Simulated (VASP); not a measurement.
Here is a VASP 6.6.1 calculation.

File INCAR:

```
SYSTEM = AlN
PREC = Accurate
ENCUT = 520
EDIFF = 1E-7
ISMEAR = 0
SIGMA = 0.05
LREAL = .False.
LASPH = .True.
NELM = 80
ALGO = Normal
ISIF = 2
LWAVE = .False.
LCHARG = .False.
GGA = PE
NBANDS = 11
```

Contents of KPOINTS:

```
regular mesh
0
Gamma
  8 8 8
  0 0 0
```

File POSCAR:

```
AlN
1.0
    0.0000000000      2.0345180000      2.0345180000
    2.0345180000      0.0000000000      2.0345180000
    2.0345180000      2.0345180000      0.0000000000
Al N
1 1
Direct
    0.5000000000      0.5000000000      0.5000000000
    0.0000000000      0.0000000000      0.0000000000
```

Potentials or basis: VASP PAW PBE potentials, release 64 (Al, N).

The run is started by

```sh
$ cat potpaw_PBE.64/Al/POTCAR potpaw_PBE.64/N/POTCAR > POTCAR
$ mpirun -np 1 vasp_std > vasp.out
```

Task: What does it give for the band gap on the k mesh?

Result: 4.42 eV, indirect (least direct gap 5.41 eV).

Task: Predict the pressure.

Result: 0.0 GPa.

A k mesh can miss the band edges. A hybrid or GW would open this gap; PBE tends to underestimate it.
